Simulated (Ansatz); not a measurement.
Method: DFT PBE, scalar-relativistic, plane waves, PAW in Ansatz. Several structures of Hf4Si were relaxed, and the powder pattern of one of them was computed from 10° to 70° in 2θ (λ = 1.5406 Å; lines under 1 % are left out).

Cu Kα1 powder pattern (kinematic, no thermal factors).
```tsv
2θ (°)	relative intensity
10.43	3
20.94	3
26.20	11
30.21	30
36.60	61
37.05	100
42.55	2
42.63	9
45.65	3
49.15	1
52.73	22
54.05	5
57.42	15
59.81	3
61.98	8
66.19	38
67.06	10
```

**Question.** Which structure gives it?
A.

```cif
data_structure
_symmetry_space_group_name_H-M 'I4/mmm'
_symmetry_Int_Tables_number 139
_cell_length_a 3.4690
_cell_length_b 3.4690
_cell_length_c 16.9524
_cell_angle_alpha 90.000
_cell_angle_beta 90.000
_cell_angle_gamma 90.000
_cell_volume 204.00
loop_
_atom_site_label
_atom_site_type_symbol
_atom_site_symmetry_multiplicity
_atom_site_Wyckoff_symbol
_atom_site_fract_x
_atom_site_fract_y
_atom_site_fract_z
_atom_site_occupancy
Hf1 Hf 4 e 0.00000 0.00000 0.19100 1
Hf2 Hf 4 e 0.50000 0.50000 0.08379 1
Si1 Si 2 a 0.00000 0.00000 0.00000 1
```

B.

```cif
data_structure
_symmetry_space_group_name_H-M 'P4/nbm:1'
_symmetry_Int_Tables_number 125
_cell_length_a 6.2510
_cell_length_b 6.2510
_cell_length_c 5.5219
_cell_angle_alpha 90.000
_cell_angle_beta 90.000
_cell_angle_gamma 90.000
_cell_volume 215.77
loop_
_atom_site_label
_atom_site_type_symbol
_atom_site_symmetry_multiplicity
_atom_site_Wyckoff_symbol
_atom_site_fract_x
_atom_site_fract_y
_atom_site_fract_z
_atom_site_occupancy
Hf1 Hf 8 m 0.66199 0.16199 0.74760 1
Si1 Si 2 a 0.50000 0.50000 0.00000 1
```

C.

```cif
data_structure
_symmetry_space_group_name_H-M 'I4/m'
_symmetry_Int_Tables_number 87
_cell_length_a 6.9607
_cell_length_b 6.9607
_cell_length_c 4.2060
_cell_angle_alpha 90.000
_cell_angle_beta 90.000
_cell_angle_gamma 90.000
_cell_volume 203.79
loop_
_atom_site_label
_atom_site_type_symbol
_atom_site_symmetry_multiplicity
_atom_site_Wyckoff_symbol
_atom_site_fract_x
_atom_site_fract_y
_atom_site_fract_z
_atom_site_occupancy
Hf1 Hf 8 h 0.88896 0.30074 0.50000 1
Si1 Si 2 a 0.00000 0.00000 0.00000 1
```

**Answer.** A. Its strongest line, at 2θ = 37.05°, has d = λ/(2 sin θ) = 2.425 Å and is the (1 0 5) reflection of the conventional I4/mmm cell with a = 3.469 Å, c = 16.952 Å. The others have their strongest lines at 36.0° (B); 35.9° (C).

The cells needn't be stable.
